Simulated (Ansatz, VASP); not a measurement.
## One calculation of BN, two programs

File INCAR:

```
PREC = Accurate
ENCUT = 520
EDIFF = 1E-7
ISMEAR = 0
SIGMA = 0.05
LREAL = F
LASPH = T
NELM = 100
ALGO = Normal
ISIF = 2
LWAVE = F
LCHARG = T
GGA = PS
LELF = T
LVHAR = T
NBANDS = 16
```

Contents of KPOINTS:

```
Automatic mesh
0
Gamma
  12 12 4
```

Contents of POSCAR:

```
BN
1.0
    2.5043488457      0.0000000000      0.0000000000
   -1.2521744229      2.1688297203      0.0000000000
    0.0000000000      0.0000000000      6.7383318472
B N
2 2
Direct
    0.3333333333      0.6666666667      0.2500000000
    0.6666666667      0.3333333333      0.7500000000
    0.3333333333      0.6666666667      0.7500000000
    0.6666666667      0.3333333333      0.2500000000
```

Input for Ansatz:

```yaml
crystal:
  lattice:
    - [2.5043488457, 0.0, 0.0]
    - [-1.2521744229, 2.1688297203, 0.0]
    - [0.0, 0.0, 6.7383318472]
  atoms:
    - { symbol: B, position: [0.3333333333, 0.6666666667, 0.25] }
    - { symbol: B, position: [0.6666666667, 0.3333333333, 0.75] }
    - { symbol: "N", position: [0.3333333333, 0.6666666667, 0.75] }
    - { symbol: "N", position: [0.6666666667, 0.3333333333, 0.25] }
basis:
  ecutwfc: 420
kpoints:
  mp_grid: { grid: [12, 12, 4] }
hamiltonian:
  xc: pbesol
scf:
  occupations: { method: gaussian, width: 0.05 }
output:
  forces: true
  stress: true
  eigenvalues: true
```

Change from the starting cell: strain -0.0400 x Voigt [0, 0, 1, 0, 0, 0], atoms carried along.

Alike in both runs: task single point; functional PBEsol; k mesh 12 × 12 × 4; occupations gaussian, width 0.05 eV; no spin polarisation.

|  | VASP | Ansatz |
| --- | --- | --- |
| version | VASP 6.6.1 | Ansatz 0.2.0 |
| potentials or method | VASP PAW PBE potentials, release 64 (B, N) | scalar-relativistic, plane waves, PAW |
| plane-wave cutoff (eV) | 520 | 420 |
| valence electrons in the cell | 16 | 16 |

```tsv
	VASP	Ansatz	Ansatz less VASP
gap on the k mesh at the Fermi level (eV)	4.19	4.20	+0.011
least direct gap on the mesh (eV)	4.58	4.59	+0.007
pressure (GPa)	0.5	0.2	-0.30
largest component of the traceless stress (GPa)	0.07	0.36	+0.289
```

Caveats: the PAW data sets were made with another functional, which shifts forces and pressure a little (VASP); this functional lacks dispersion, which binds the layers, so the pressure and a relaxed spacing across them are unreliable. A k mesh can miss the band edges.
